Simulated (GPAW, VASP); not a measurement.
Given: the input of a run of GPAW 26.7.0 (ASE script) on CdS (Greenockite). 

The input run.py:

```python
from ase import Atoms
from ase.dft.bandgap import bandgap
from ase.io import write
from ase.units import Bohr, GPa
from gpaw import GPAW, PW
from gpaw.elf import elf_from_dft_calculation

atoms = Atoms(['Cd', 'Cd', 'S', 'S'],
              cell=[[4.15, 0.0, 0.0],
                    [-2.075, 3.5940054257, 0.0],
                    [0.0, 0.0, 6.737]],
              scaled_positions=[[0.6666666667, 0.3333333333, 0.5],
                                [0.3333333333, 0.6666666667, 0.0],
                                [0.6666666667, 0.3333333333, 0.875],
                                [0.3333333333, 0.6666666667, 0.375]],
              pbc=True)

calc = GPAW(mode=PW(600),
            xc='PBE',
            kpts={'size': (7, 7, 4), 'gamma': True},
            occupations={'name': 'methfessel-paxton', 'order': 0, 'width': 0.014},
            nbands=31,
            convergence={'density': 1e-05, 'energy': 1e-05},
            maxiter=150,
            txt='gpaw.txt')
atoms.calc = calc
energy = atoms.get_potential_energy()
forces = atoms.get_forces()
stress = atoms.get_stress()
calc.write('gs.gpw')
write('result.traj', atoms)
print(f'Energy: {energy:.6f} eV')
print('Forces (eV/A):')
print(forces.round(4))
print('Stress (GPa):', (stress / GPa).round(3))
print('Fermi level:', round(calc.get_fermi_level(), 4), 'eV')
print(f'Gap: {bandgap(calc)[0]:.4f} eV, direct: {bandgap(calc, direct=True)[0]:.4f} eV')

# fields on the real-space grid
write('density.cube', atoms, data=calc.get_pseudo_density() * Bohr**3)
write('potential.cube', atoms, data=calc.get_electrostatic_potential())
write('elf.cube', atoms, data=elf_from_dft_calculation(calc).data)
```

Potentials or basis: GPAW PAW data sets (gpaw-data 1.2.1), pw.

Command:

```bash
$ OMP_NUM_THREADS=1 python run.py
```

Question: Set up the same calculation for VASP 6.6.1. Potentials or basis there: PBE PAW files Cd, S, 520 eV.

Answer: As run (cutoffs and basis follow the program's own potentials, and thresholds, step limits or extra output files can differ):

INCAR

```
PREC = Accurate
ENCUT = 520
EDIFF = 1E-6
ISMEAR = 0
SIGMA = 0.014
LREAL = F
LASPH = T
NELM = 80
ALGO = Fast
ISIF = 2
LWAVE = F
LCHARG = F
GGA = PE
```

The input KPOINTS:

```
Automatic mesh
0
Gamma
  7 7 4
```

The input POSCAR:

```
CdS
1.0
    4.1500000000      0.0000000000      0.0000000000
   -2.0750000000      3.5940054257      0.0000000000
    0.0000000000      0.0000000000      6.7370000000
Cd S
2 2
Direct
    0.6666666667      0.3333333333      0.5000000000
    0.3333333333      0.6666666667      0.0000000000
    0.6666666667      0.3333333333      0.8750000000
    0.3333333333      0.6666666667      0.3750000000
```

Potentials or basis: VASP PAW PBE potentials, release 64 (Cd, S).

Command:

```bash
$ cat potpaw_PBE.64/Cd/POTCAR potpaw_PBE.64/S/POTCAR > POTCAR
$ mpirun -np 1 vasp_std > vasp.out
```

Both were run:

|  | GPAW | VASP |
| --- | --- | --- |
| Pressure | 1.8 GPa | 2.4 GPa |
| Largest force | 0.067 eV/Å | 0.069 eV/Å |

Pressure is positive in compression.
